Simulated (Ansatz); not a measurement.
# Cu: the cost of one run

Program: Ansatz 0.2.0. Level of theory: DFT PBEsol, scalar-relativistic, plane waves, PAW. These are calculated values, not measurements.

2 further runs of the same task are left out: 2 set aside as unsound or not needed.

## Step 1: The structure to begin with

It takes space group Fm-3m (No. 225, cubic). The conventional cell has a = 3.563 Å, b = 3.563 Å, c = 3.563 Å, α = 90.00°, β = 90.00°, γ = 90.00°. Cu (site symmetry m-3m) is surrounded by 12 Cu at 2.52 Å.

Coordinates:

```
CELL_PARAMETERS angstrom
0.00000 1.78169 1.78169
1.78169 0.00000 1.78169
1.78169 1.78169 0.00000
ATOMIC_POSITIONS crystal
Cu 0.00000 0.00000 0.00000
```

This cell was relaxed beforehand with the same method: volume 11.31 Å³/atom, gap on the mesh none (metal).

## Step 2: Tight relaxation for the response runs, with the smearing for a metal

Response functions are second derivatives at a minimum, so forces and stress are first brought close to zero on the mesh and occupations that the response runs use.

input.yaml

```yaml
crystal:
  lattice:
    - [0.0, 1.7816860089, 1.7816860089]
    - [1.7816860089, 0.0, 1.7816860089]
    - [1.7816860089, 1.7816860089, 0.0]
  atoms:
    - { symbol: Cu, position: [0.0, 0.0, 0.0] }
basis:
  ecutwfc: 420
kpoints:
  mp_grid: { grid: [20, 20, 20] }
hamiltonian:
  xc: pbesol
scf:
  occupations: { method: fermi_dirac, width: 0.15 }
output:
  forces: true
  stress: true
  eigenvalues: true
relax:
  adjacent_minimum: "off"
  f_tol: 0.001
  max_steps: 60
  cell: { stress_tol: 0.01 }
```

On the command line:

```console
$ ansatz run input.yaml --threads 1 --pin off --max-ram 3072MiB --backend cpu --events-out ev --progress --plain --runs-dir out
```

What time and memory should one allow on 1 thread of Intel Xeon 6975P-C (Granite Rapids), shared host?

About 5.7 s, with a peak of 0.36 GiB.
